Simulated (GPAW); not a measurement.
Runs of GPAW 26.7.0 on Cr. Symmetry: P6_3/mmc, No. 194, hexagonal system. Conventional cell: a = 2.714 Å, b = 2.714 Å, c = 4.410 Å, α = 90.00°, β = 90.00°, γ = 120.00°. Cr (site symmetry -6m2) is surrounded by 12 Cr at 2.71 Å. This isn't the form of Cr at room conditions, which is bcc.

```csv
task,level,potentials or basis,spin,U,k mesh,smearing,k mesh for the DOS,dos width,band path,band points,pressure (GPa),moment (μB)
density of states,LDA+U,"the program's PAW data sets (release 1.2.1) made for this functional, pw","collinear, zero start",Cr d U = 5.3 eV,11 × 11 × 6,gaussian 0.01 eV,16 × 16 × 9,0.05 eV,-,-,-17.6,0.00
band structure,PBEsol+U,"PAW data sets generated in the run's folder for this functional, pw","collinear, ferromagnetic start",Cr d U = 1 eV,10 × 10 × 5,fermi-dirac 0.05 eV,-,-,"GMKGALHA,LM,KH",80,-19.2,(b)
band structure,PBEsol+U,"PAW data sets generated in the run's folder for this functional, pw","collinear, ferromagnetic start",Cr d U = 6 eV,10 × 10 × 5,fermi-dirac 0.05 eV,-,-,"GMKGALHA,LM,KH",80,53.0,9.47
band structure,PBEsol+U,"PAW data sets generated in the run's folder for this functional, pw","collinear, ferromagnetic start",Cr d U = 3 eV,10 × 10 × 5,fermi-dirac 0.05 eV,-,-,"GMKGALHA,LM,KH",80,37.2,8.28
band structure,PBEsol+U,"PAW data sets generated in the run's folder for this functional, pw","collinear, ferromagnetic start",Cr d U = 2 eV,10 × 10 × 5,fermi-dirac 0.05 eV,-,-,"GMKGALHA,LM,KH",80,12.6,(a)
band structure,PBEsol+U,"PAW data sets generated in the run's folder for this functional, pw","collinear, ferromagnetic start",Cr d U = 4 eV,10 × 10 × 5,fermi-dirac 0.05 eV,-,-,"GMKGALHA,LM,KH",80,47.5,8.98
band structure,PBEsol+U,"PAW data sets generated in the run's folder for this functional, pw","collinear, ferromagnetic start",Cr d U = 8 eV,10 × 10 × 5,fermi-dirac 0.05 eV,-,-,"GMKGALHA,LM,KH",80,53.3,9.58
```

Alike in all rows: cell as given; cutoff (eV) 600.

Task: Estimate the missing entries.

Result: (a) 6.62; (b) 4.02.

Caveats: the U is typed as a test and isn't derived for this compound; a pressure of tens of GPa on the cell as given is suspect, and the run, the potentials or the cell itself is likely at fault (some runs).

Not every run made on this cell is shown here.
